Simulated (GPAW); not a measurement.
# MnO (P6_3mc) in GPAW: a series of runs

The runs below take MnO through band structure, with PBEsol, LDA.

Program: GPAW 26.7.0. These are calculated values, not measurements. Logs are shortened: lines on timing, memory, paths and dates and some standing lists are left out, and cuts for length are marked. The log counts tension as positive stress, the text compression.

## Step 1: The structure

Symmetry: P6_3mc, No. 186, hexagonal system. The conventional cell has a = 3.372 Å, b = 3.372 Å, c = 5.386 Å, α = 90.00°, β = 90.00°, γ = 120.00°. Around Mn (site symmetry 3m) lie 4 O at 1.96 to 2.08 Å. Around O (site symmetry 3m) lie 4 Mn at 1.96 to 2.08 Å.

Measurements of this composition are mostly on another form, of space group No. 225.

## Step 2: Band structure, PBEsol, collinear spin, ferromagnetic start

Input file run.py:

```python
from ase import Atoms
from ase.dft.bandgap import bandgap
from ase.io import write
from ase.units import GPa
from gpaw import GPAW, PW, setup_paths

setup_paths.insert(0, '.')

atoms = Atoms(['Mn', 'Mn', 'O', 'O'],
              cell=[[3.3717, 0.0, 0.0],
                    [-1.68585, 2.9199778539, 0.0],
                    [0.0, 0.0, 5.3855]],
              scaled_positions=[[0.6666666667, 0.3333333333, 0.51096],
                                [0.3333333333, 0.6666666667, 0.01096],
                                [0.6666666667, 0.3333333333, 0.87547],
                                [0.3333333333, 0.6666666667, 0.37547]],
              pbc=True)
atoms.set_initial_magnetic_moments([4.0, 4.0, 0.0, 0.0])

calc = GPAW(mode=PW(800),
            xc='PBEsol',
            kpts={'size': (6, 6, 4), 'gamma': True},
            occupations={'name': 'fermi-dirac', 'width': 0.05},
            nbands=38,
            convergence={'density': 1e-05, 'energy': 1e-05},
            maxiter=150,
            txt='gpaw.txt')
atoms.calc = calc
energy = atoms.get_potential_energy()
forces = atoms.get_forces()
stress = atoms.get_stress()
calc.write('gs.gpw')
write('result.traj', atoms)
print(f'Energy: {energy:.6f} eV')
print('Forces (eV/A):')
print(forces.round(4))
print('Stress (GPa):', (stress / GPa).round(3))
print('Moments:', calc.get_magnetic_moments().round(3))
print('Fermi level:', round(calc.get_fermi_level(), 4), 'eV')
print(f'Gap: {bandgap(calc)[0]:.4f} eV, direct: {bandgap(calc, direct=True)[0]:.4f} eV')

path = atoms.cell.bandpath('GMKGALHA,LM,KH', npoints=60, eps=1e-4)
bs_calc = calc.fixed_density(kpts=path, symmetry='off', nbands=54,
                             convergence={'bands': 'CBM+6.0', 'eigenstates': 1e-6}, txt='bands.txt')
bs = bs_calc.band_structure()
bs.write('bs.json')
print(f'Gap on the path: {bandgap(bs_calc)[0]:.4f} eV')
```

Potentials or basis: PAW data sets generated in the run's folder for this functional, pw.

The run is started by

```sh
$ gpaw-setup -f PBEsol Mn O
$ OMP_NUM_THREADS=1 python run.py
```

gpaw.txt:

```text
__  _  _
 | _ |_)|_||  |
 |__||  | ||/\| - 26.7.0

Input parameters:
  mode=PW(ecut=800.0),
  convergence={'density': 1e-05, 'energy': 1e-05},
  kpts=MonkhorstPack(size=(6, 6, 4), gamma=True),
  maxiter=150,
  nbands=38,
  occupations=Occupations(name='fermi-dirac', width=0.05),
  xc=XC(name='PBEsol')

Diagonalizing LCAO Hamiltonian
Converting LCAO to pw mode

           O

        O  Mn

        Mn

Atoms  # Å, Bohr magnetons
|   | symbol |         x |        y |        z |    initial magnetic moments |
|---|--------|-----------|----------|----------|-----------------------------|
| 0 |     Mn |  1.685850 | 0.973326 | 2.751775 | ( 0.0000,  0.0000,  4.0000) |
| 1 |     Mn | -0.000000 | 1.946652 | 0.059025 | ( 0.0000,  0.0000,  4.0000) |
| 2 |      O |  1.685850 | 0.973326 | 4.714844 | ( 0.0000,  0.0000,  0.0000) |
| 3 |      O | -0.000000 | 1.946652 | 2.022094 | ( 0.0000,  0.0000,  0.0000) |

Unit cell  # Å
| periodic |         x |        y |        z |  lengths |     angles |
|----------|-----------|----------|----------|----------|------------|
|      yes |  3.371700 | 0.000000 | 0.000000 | 3.371700 |  90.000000 |
|      yes | -1.685850 | 2.919978 | 0.000000 | 3.371700 |  90.000000 |
|      yes |  0.000000 | 0.000000 | 5.385500 | 5.385500 | 120.000000 |

Number of symmetries: 6
Symmetry operations  # r_c * U_cc + t_c -> r_c
|   | kind |            matrix            |
|---|------|------------------------------|
| 0 |  σ   |  1, 1, 0,  0,-1, 0,  0, 0, 1 |
| 1 |  E   |  1, 0, 0,  0, 1, 0,  0, 0, 1 |
| 2 |  C3  |  0, 1, 0, -1,-1, 0,  0, 0, 1 |
| 3 |  σ   |  0,-1, 0, -1, 0, 0,  0, 0, 1 |
| 4 |  σ   | -1, 0, 0,  1, 1, 0,  0, 0, 1 |
| 5 |  C3  | -1,-1, 0,  1, 0, 0,  0, 0, 1 |

BZ-sampling:
  Number of BZ points: 144
  Number of IBZ points: 24

  Monkhorst-Pack size: [6, 6, 4]
  Monkhorst-Pack shift: [0.08333333333333333, 0.08333333333333333, 0.125]

K-points  # in reciprocal-cell coordinates
|     |                                coordinates |     weight |
|-----|--------------------------------------------|------------|
|   0 | (  0.00000000,   0.00000000,   0.00000000) | 0.00694444 |
|   1 | (  0.00000000,   0.00000000,   0.25000000) | 0.01388889 |
|   2 | (  0.00000000,   0.00000000,   0.50000000) | 0.00694444 |
|   3 | (  0.16666667,   0.00000000,  -0.25000000) | 0.04166667 |
|   4 | (  0.16666667,   0.00000000,   0.00000000) | 0.04166667 |
|   5 | (  0.16666667,   0.00000000,   0.25000000) | 0.04166667 |
|   6 | (  0.16666667,   0.00000000,   0.50000000) | 0.04166667 |
|   7 | (  0.33333333,  -0.16666667,   0.00000000) | 0.04166667 |
|   8 | (  0.33333333,  -0.16666667,   0.25000000) | 0.08333333 |
|   9 | (  0.33333333,  -0.16666667,   0.50000000) | 0.04166667 |
| ... |                                            |            |
|  23 | (  0.50000000,   0.50000000,   0.50000000) | 0.02083333 |

Plane wave coefficients: 2748
Cutoff: 800.0 eV

Spin-components: 2 (collinear spins)
Bands:           38
Projectors:      22
Spin-degeneracy: 1
Datatype:        complex128

Parallelization:
  kpt:    1
  domain: 1
  band:   1

Density:
  Valence electrons: 42.0
  Components: 2
  Grid points: [24 24 36]
  Charge: 0.0  # |e|

Potential:
  Grid points: [24 24 36]

species:
  Mn:
    name:    Manganese
    Z:       25.0
    valence: 15
    core:    10
    charge:  0.0  # [|e|]
    compensation charges:
      type: gauss
      rc: 0.38  # [Å]
      lmax: 2
    cutoffs:
      filter: 2.14  # [Å]
      core: 0.86  # [Å]
    projectors
    | kind |    occ | energy [eV] | rcut [Å] |
    |------|--------|-------------|----------|
    |   3s |  2.000 |     -85.624 |    1.275 |
    |   4s |  2.000 |      -5.124 |    1.275 |
    |   3p |  6.000 |     -54.486 |    1.281 |
    |   4p |  0.000 |      -1.348 |    1.281 |
    |   3d |  5.000 |      -6.794 |    1.138 |
    |    d |        |      20.417 |    1.138 |

    Using partial waves for Mn as LCAO basis

  O:
    name:    Oxygen
    Z:       8.0
    valence: 6
    core:    2
    charge:  0.0  # [|e|]
    compensation charges:
      type: gauss
      rc: 0.21  # [Å]
      lmax: 2
    cutoffs:
      filter: 1.17  # [Å]
      core: 0.83  # [Å]
    projectors
    | kind |    occ | energy [eV] | rcut [Å] |
    |------|--------|-------------|----------|
    |   2s |  2.000 |     -23.808 |    0.688 |
    |   2p |  4.000 |      -8.972 |    0.598 |
    |    s |        |       3.404 |    0.688 |
    |    p |        |      18.239 |    0.598 |
    |    d |        |       0.000 |    0.619 |

    Using partial waves for O as LCAO basis

Reference energy: -67034.559231  # eV

eigensolver:
  PPCG
  Converge bands: occupied
  niter=2

density mixing:
  MSR1-Mixer
  Pratt-step length: 0.05
  Maximum mixing coefficient: 0.75
  Old densities: 10
  SVD Regularization: 0.005
  Good broyden scale: 1.0
  Trust region scale: 1.0
  Backstep threshold: 4.0
  History deletion threshold: 6.0
  Fourier metric: weight=20.0, sigma=0.015

occupation numbers:
  Fermi-Dirac:
    width: 0.0500  # eV

poisson solver:
  ecut: 6400.0  # eV

xc functional:
  name: PBEsol with 2 nearest neighbor stencil

convergence criteria:
- Maximum integral of absolute [dens]ity change: 1e-05 electrons / valence electron
- Maximum [total energy] change in last 3 cyles: 1e-05 eV / valence electron
- Maximum integral of absolute [eigenst]ate change: 4e-08 eV^2 / valence electron
maximum number of iterations: 150

SCF iterations
|iter     | |      energy | eigst |  dens |  magmom |
|---------|-|-------------|-------|-------|---------|
|iter:   1| |  -37.773412 | +0.42 |       |  +8.0062|
|iter:   2| |  -37.114625 | -1.55 | -0.85 |  +8.1054|
|iter:   3| |  -35.648966 | -1.53 | -0.90 |  +9.0650|
|iter:   4| |  -35.727176 | -2.98 | -1.43 |  +9.4527|
|iter:   5| |  -35.754659 | -2.96 | -1.70 |  +9.7661|
|iter:   6| |  -35.758420 | -3.78 | -2.07 |  +9.9253|
|iter:   7| |  -35.758964 | -4.83 | -2.70 |  +9.9536|
|iter:   8| |  -35.758900 | -5.32 | -2.96 |  +9.9661|
|iter:   9| |  -35.758937c| -6.19 | -3.60 |  +9.9717|
|iter:  10| |  -35.758938c| -7.25 | -4.07 |  +9.9716|
|iter:  11| |  -35.758940c| -7.62c| -4.24 |  +9.9713|
|iter:  12| |  -35.758940c| -8.27c| -5.14c|  +9.9714|

Converged in 12 steps
Energy contributions relative to reference atoms: (reference = -67034.559231)

Energy contributions:
  Kinetic:          47.245384
  Coulomb:         -42.030106
  Zero:              0.608183
  External:          0.000000
  Xc:              -41.579528
  Entropy:          -0.005746
  Spinorbit:         0.000000
  ----------------------------
  Free energy:     -35.761813
  Extrapolated:    -35.758940

dipole moment: (-0.000001, 0.000001, -9.991537)  # |e|*Ang

Total magnetic moment: (0.000000, 0.000000, 9.971362)

Local magnetic moments
|        x |        y |        z |
|----------|----------|----------|
| 0.000000 | 0.000000 | 4.298287 |  # Mn   0
| 0.000000 | 0.000000 | 4.298287 |  # Mn   1
| 0.000000 | 0.000000 | 0.162549 |  # O    2
| 0.000000 | 0.000000 | 0.162548 |  # O    3

Fermi level: 6.315
Eigenvalues  # (at kpt = [0.000, 0.000, 0.000])
| band index |      eig [eV] | occ [0-1] |      eig [eV] | occ [0-1] |
|------------|---------------|-----------|---------------|-----------|
|          0 |       -75.165 |     1.000 |       -70.409 |     1.000 |
|        ... |               |           |               |           |
|         13 |        -0.027 |     1.000 |         1.297 |     1.000 |
|         14 |         0.319 |     1.000 |         1.497 |     1.000 |
|         15 |         0.319 |     1.000 |         1.497 |     1.000 |
|         16 |         3.125 |     1.000 |         6.127 |     0.977 |
|         17 |         3.125 |     1.000 |         7.222 |     0.000 |
|         18 |         3.634 |     1.000 |         7.222 |     0.000 |
|         19 |         3.696 |     1.000 |         7.369 |     0.000 |
|         20 |         3.696 |     1.000 |         8.028 |     0.000 |
|         21 |         4.620 |     1.000 |         8.029 |     0.000 |
|         22 |         5.264 |     1.000 |         8.848 |     0.000 |
|         23 |         5.264 |     1.000 |         8.848 |     0.000 |
|         24 |         6.366 |     0.266 |         9.731 |     0.000 |
|         25 |         6.366 |     0.266 |         9.854 |     0.000 |
|         26 |         6.416 |     0.117 |         9.855 |     0.000 |
|         27 |         9.810 |     0.000 |        11.305 |     0.000 |
|        ... |               |           |               |           |
|         37 |        22.773 |     0.000 |        24.127 |     0.000 |

No gap
No difference between direct/indirect transitions

Forces  # eV/Ang
|       x |        y |        z |
|---------|----------|----------|
| 0.00000 |  0.00000 | -0.62782 |  # Mn   0
| 0.00000 |  0.00000 | -0.62763 |  # Mn   1
| 0.00000 | -0.00000 |  0.62801 |  # O    2
| 0.00000 |  0.00000 |  0.62780 |  # O    3

Stress tensor  # eV/Ang^3
|         x |         y |         z |
|-----------|-----------|-----------|
| -0.001002 |  0.000000 |  0.000000 |
|  0.000000 | -0.001002 |  0.000000 |
|  0.000000 |  0.000000 | -0.051615 |

# Writing to gs.gpw (mode='')
```

Run time: 3.9 min. Hardware: 1 thread of Arm Neoverse V2, shared host; peak memory 0.65 GiB.

What came out:

| Item | Value |
| --- | --- |
| Free energy | -35.7618 eV |
| Pressure | 2.9 GPa |
| Largest force | 0.628 eV/Å |
| Band gap along the path | none (metal or under the smearing width) |
| Net moment | 9.97 μB per cell |
| Site moments | Mn +4.30; O +0.16 μB |

Forces in eV/Å, atoms in the order of the input:
```
Mn   0.000  0.000 -0.628
Mn   0.000  0.000 -0.628
O    0.000  0.000  0.628
O    0.000  0.000  0.628
```

Levels at the corners of the path, in eV from the Fermi level:
Spin up:
```tsv
point	band 22	band 23	band 24	band 25	band 26	band 27	band 28	band 29	band 30
Γ	-1.70	-1.05	-1.05	0.05	0.05	0.10	3.50	5.46	11.33
M	-2.47	-2.07	-1.87	-0.84	-0.71	3.71	4.13	5.72	7.45
K	-1.93	-1.93	-1.51	-1.28	-1.28	5.37	5.57	5.67	5.67
Γ	-1.70	-1.05	-1.05	0.05	0.05	0.10	3.50	5.46	11.33
A	-1.47	-0.53	-0.53	-0.53	-0.53	1.07	1.07	8.21	8.21
L	-2.40	-1.30	-1.30	-1.22	-1.22	3.71	3.71	5.98	5.98
H	-2.15	-1.96	-1.96	-1.15	-1.15	5.37	5.37	6.02	6.02
A	-1.47	-0.53	-0.53	-0.53	-0.53	1.07	1.07	8.21	8.21
L	-2.40	-1.30	-1.30	-1.22	-1.22	3.71	3.71	5.98	5.98
M	-2.47	-2.07	-1.87	-0.84	-0.71	3.71	4.13	5.72	7.45
K	-1.93	-1.93	-1.51	-1.28	-1.28	5.37	5.57	5.67	5.67
H	-2.15	-1.96	-1.96	-1.15	-1.15	5.37	5.37	6.02	6.02
```
Spin down:
```csv
point,band 14,band 15,band 16,band 17,band 18,band 19
Γ,-5.02,-4.82,-4.82,-0.19,0.91,0.91
M,-5.02,-4.93,-4.76,0.34,0.38,1.20
K,-5.51,-5.13,-5.13,0.25,0.62,0.62
Γ,-5.02,-4.82,-4.82,-0.19,0.91,0.91
A,-4.94,-4.94,-4.94,1.39,1.39,1.40
L,-5.03,-4.85,-4.85,0.86,0.86,1.48
H,-5.70,-4.69,-4.69,0.52,0.52,1.44
A,-4.94,-4.94,-4.94,1.39,1.39,1.40
L,-5.03,-4.85,-4.85,0.86,0.86,1.48
M,-5.02,-4.93,-4.76,0.34,0.38,1.20
K,-5.51,-5.13,-5.13,0.25,0.62,0.62
H,-5.70,-4.69,-4.69,0.52,0.52,1.44
```

Caveat: semilocal functionals often make such compounds metallic where correlation or magnetic order opens a gap, which also shifts bond lengths; only a ferromagnetic start was run, and an antiferromagnetic order may lie lower in energy.

## Step 3: Band structure, LDA, collinear spin, ferromagnetic start

Changes to run.py since step 2:

```diff
@@ -4,5 +4,3 @@
 from ase.units import GPa
-from gpaw import GPAW, PW, setup_paths
-
-setup_paths.insert(0, '.')
+from gpaw import GPAW, PW
 
@@ -20,3 +18,3 @@
 calc = GPAW(mode=PW(800),
-            xc='PBEsol',
+            xc='LDA',
             kpts={'size': (6, 6, 4), 'gamma': True},
```

Potentials or basis: the program's PAW data sets (release 1.2.1) made for this functional, pw.

The run is started by

```sh
$ OMP_NUM_THREADS=1 python run.py
```

It took 3.9 min on 1 thread of Arm Neoverse V2, shared host; peak memory 0.64 GiB.

It converged, with:

| Quantity | Value |
| --- | --- |
| Free energy | -36.8816 eV |
| Pressure | -3.9 GPa |
| Largest force | 0.533 eV/Å |
| Band gap along the path | none (metal or under the smearing width) |
| Net moment | 9.81 μB per cell |
| Site moments | Mn +4.22; O +0.17 μB |

Forces on the atoms (eV/Å):
```
Mn   0.000  0.000 -0.533
Mn   0.000  0.000 -0.533
O    0.000  0.000  0.533
O    0.000  0.000  0.533
```

Stress tensor (GPa, compression positive):
```
-6.10  0.00  0.00
 0.00 -6.10  0.00
 0.00  0.00  0.50
```

Levels at the corners of the path, in eV from the Fermi level:
Spin up:
| point | band 22 | band 23 | band 24 | band 25 | band 26 | band 27 | band 28 | band 29 | band 30 |
| --- | --- | --- | --- | --- | --- | --- | --- | --- | --- |
| Γ | -1.46 | -0.92 | -0.92 | 0.17 | 0.17 | 0.22 | 3.65 | 5.62 | 11.43 |
| M | -2.30 | -1.90 | -1.69 | -0.68 | -0.57 | 3.86 | 4.30 | 5.92 | 7.58 |
| K | -1.74 | -1.74 | -1.36 | -1.11 | -1.11 | 5.53 | 5.79 | 5.80 | 5.80 |
| Γ | -1.46 | -0.92 | -0.92 | 0.17 | 0.17 | 0.22 | 3.65 | 5.62 | 11.43 |
| A | -1.30 | -0.40 | -0.40 | -0.40 | -0.40 | 1.23 | 1.23 | 8.35 | 8.35 |
| L | -2.23 | -1.15 | -1.15 | -1.08 | -1.08 | 3.91 | 3.91 | 6.10 | 6.10 |
| H | -1.96 | -1.79 | -1.79 | -1.01 | -1.01 | 5.54 | 5.54 | 6.18 | 6.18 |
| A | -1.30 | -0.40 | -0.40 | -0.40 | -0.40 | 1.23 | 1.23 | 8.35 | 8.35 |
| L | -2.23 | -1.15 | -1.15 | -1.08 | -1.08 | 3.91 | 3.91 | 6.10 | 6.10 |
| M | -2.30 | -1.90 | -1.69 | -0.68 | -0.57 | 3.86 | 4.30 | 5.92 | 7.58 |
| K | -1.74 | -1.74 | -1.36 | -1.11 | -1.11 | 5.53 | 5.79 | 5.80 | 5.80 |
| H | -1.96 | -1.79 | -1.79 | -1.01 | -1.01 | 5.54 | 5.54 | 6.18 | 6.18 |
Spin down:
```
point  band 12  band 13  band 14  band 15  band 16  band 17  band 18  band 19  band 20  band 21
    Γ    -5.18    -5.01    -5.01    -4.80    -4.80    -0.32     0.71     0.71     0.88     1.52
    M    -6.04    -5.43    -4.99    -4.92    -4.72     0.14     0.20     1.01     1.30     1.34
    K    -5.58    -5.49    -5.49    -5.11    -5.11     0.06     0.44     0.44     0.71     1.57
    Γ    -5.18    -5.01    -5.01    -4.80    -4.80    -0.32     0.71     0.71     0.88     1.52
    A    -6.08    -4.93    -4.93    -4.93    -4.93     1.20     1.20     1.20     1.20     1.25
    L    -6.50    -5.01    -5.01    -4.83    -4.83     0.65     0.65     1.30     1.30     1.49
    H    -6.07    -5.68    -5.68    -4.66    -4.66     0.32     0.32     1.26     1.26     1.74
    A    -6.08    -4.93    -4.93    -4.93    -4.93     1.20     1.20     1.20     1.20     1.25
    L    -6.50    -5.01    -5.01    -4.83    -4.83     0.65     0.65     1.30     1.30     1.49
    M    -6.04    -5.43    -4.99    -4.92    -4.72     0.14     0.20     1.01     1.30     1.34
    K    -5.58    -5.49    -5.49    -5.11    -5.11     0.06     0.44     0.44     0.71     1.57
    H    -6.07    -5.68    -5.68    -4.66    -4.66     0.32     0.32     1.26     1.26     1.74
```

Caveat: semilocal functionals often make such compounds metallic where correlation or magnetic order opens a gap, which also shifts bond lengths; only a ferromagnetic start was run, and an antiferromagnetic order may lie lower in energy.

## Step 4: For comparison

An earlier run on the cell as given: functional PBEsol; potentials or basis PAW data sets generated in the run's folder for this functional; cutoff 800 eV; basis pw; k mesh 9 × 9 × 5; occupations fermi-dirac, width 0.05 eV; collinear spin, ferromagnetic start; starting moments [4.0, 4.0, 0.0, 0.0] μB.

* Pressure: 2.9 GPa
* Largest force: 0.644 eV/Å
* Band gap on the k mesh: none (metal or under the smearing width)
* Net moment: 9.98 μB per cell
* Site moments: Mn +4.30; O +0.16 μB

## Step 5: The runs side by side

```csv
task,level,potentials or basis,k mesh,band path,band points,pressure (GPa),moment (μB),largest force (eV/Å)
band structure,PBEsol,"PAW data sets generated in the run's folder for this functional, pw",6 × 6 × 4,"GMKGALHA,LM,KH",60,2.9,9.97,0.63
band structure,LDA,"the program's PAW data sets (release 1.2.1) made for this functional, pw",6 × 6 × 4,"GMKGALHA,LM,KH",60,-3.9,9.81,0.53
single point,PBEsol,"PAW data sets generated in the run's folder for this functional, pw",9 × 9 × 5,-,-,2.9,9.98,0.64
```

Alike in all rows: spin collinear, ferromagnetic start; cell as given; cutoff (eV) 800; smearing fermi-dirac 0.05 eV.

Caveats: semilocal functionals often make such compounds metallic where correlation or magnetic order opens a gap, which also shifts bond lengths; only a ferromagnetic start was run, and an antiferromagnetic order may lie lower in energy.

Absolute energies hang on the potentials; compare differences alone.
